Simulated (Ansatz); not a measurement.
# MoSe2: the cost of one run

Method: DFT PBEsol+U (U = 7 eV, J = 0.5 eV on Mo d), plane waves, PAW, in Ansatz 0.2.0.

The COD entry's cell or inner coordinates are ideal or old and differ from later refinements, so a difference from it is no clean test against experiment.

4 further runs of the same task are left out: 4 that didn't finish.

## 1. The starting structure

It takes space group P6_3/mmc (No. 194, hexagonal). Conventional cell: a = 3.288 Å, b = 3.288 Å, c = 12.900 Å, α = 90.00°, β = 90.00°, γ = 120.00°. Around Mo (site symmetry -6m2) lie 6 Se at 2.49 Å. Se (site symmetry 3m) is surrounded by 3 Mo at 2.49 Å.

Coordinates:

```cif
data_structure
_symmetry_space_group_name_H-M 'P6_3/mmc'
_symmetry_Int_Tables_number 194
_cell_length_a 3.2880
_cell_length_b 3.2880
_cell_length_c 12.9000
_cell_angle_alpha 90.000
_cell_angle_beta 90.000
_cell_angle_gamma 120.000
_cell_volume 120.78
loop_
_atom_site_label
_atom_site_type_symbol
_atom_site_symmetry_multiplicity
_atom_site_Wyckoff_symbol
_atom_site_fract_x
_atom_site_fract_y
_atom_site_fract_z
_atom_site_occupancy
Mo1 Mo 2 c 0.33333 0.66667 0.25000 1
Se1 Se 4 f 0.33333 0.66667 0.62500 1
```

Magnetic order typed: ferromagnetic.

## 2. From atoms, symmetry kept, no search

input.yaml reads:

```yaml
crystal:
  lattice:
    - [3.28799957, 0.0, 0.0]
    - [-1.64399979, 2.84749116, 0.0]
    - [0.0, 0.0, 12.90000092]
  atoms:
    - { symbol: Mo, position: [0.3333333333, 0.6666666667, 0.25], spin: 2.0 }
    - { symbol: Mo, position: [0.6666666667, 0.3333333333, 0.75], spin: 2.0 }
    - { symbol: Se, position: [0.3333333333, 0.6666666667, 0.625] }
    - { symbol: Se, position: [0.6666666667, 0.3333333333, 0.125] }
    - { symbol: Se, position: [0.3333333333, 0.6666666667, 0.875] }
    - { symbol: Se, position: [0.6666666667, 0.3333333333, 0.375] }
basis:
  ecutwfc: 420
  ecutrho_ratio: 4
kpoints:
  mp_grid: { grid: [7, 7, 2] }
hamiltonian:
  xc: pbesol
  hubbard:
    sites:
      - { site: 0, l: d, u: 7.0, j: 0.5 }
      - { site: 1, l: d, u: 7.0, j: 0.5 }
scf:
  occupations: { method: gaussian, width: 0.05 }
  lower_state_search: "off"
  max_iter: 150
output:
  forces: true
  stress: true
  eigenvalues: true
  populations: true
  hubbard: { sites: [{ site: 0, l: d }, { site: 1, l: d }] }
magnetization:
  spin_polarized: true
```

Run with:

```
> ansatz run input.yaml --threads 4 --pin off --max-ram 6144MiB --backend cpu --events-out ev --progress --plain --runs-dir out
```

**Question.** How long does this run take on 4 threads of Arm Neoverse V2, shared host, and how much memory does it need?

About 13 s, with a peak of 0.62 GiB.
